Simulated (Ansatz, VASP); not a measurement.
# BP in VASP and in Ansatz

```
CELL_PARAMETERS angstrom
0.00000 2.28403 2.28403
2.28403 0.00000 2.28403
2.28403 2.28403 0.00000
ATOMIC_POSITIONS crystal
P 0.75000 0.75000 0.75000
B 0.00000 0.00000 0.00000
```

Alike in both runs: task single point; functional BLYP; dispersion D4; k mesh 10 × 10 × 10; occupations fermi-dirac, width 0.05 eV; no spin polarisation.

|  | VASP | Ansatz |
| --- | --- | --- |
| version | VASP 6.6.1 | Ansatz 0.2.0 |
| potentials or method | VASP PAW PBE potentials, release 64 (P, B) | Ansatz PAW |
| plane-wave cutoff (eV) | 520 | 420 |
| valence electrons in the cell | 8 | 8 |

Ansatz gave:

| Property | Result |
| --- | --- |
| gap on the k mesh at the Fermi level (eV) | 1.54 |
| least direct gap on the mesh (eV) | 3.52 |
| pressure (GPa) | -6.7 |
| dispersion energy (meV/atom) | -676.4 |

Question: Estimate VASP's values.

Answer: gap on the k mesh at the Fermi level (eV): 1.56; least direct gap on the mesh (eV): 3.55; pressure (GPa): -6.9; dispersion energy (meV/atom): -676.2.

Caveats: the PAW data sets were made with another functional, which shifts forces and pressure a little (VASP); the PAW data sets come from PBE, with cores solved anew for the run's functional, which leaves a small shift of forces and pressure (Ansatz). BLYP gaps usually lie below the measured ones, often by a third to a half. A k mesh can miss the band edges.
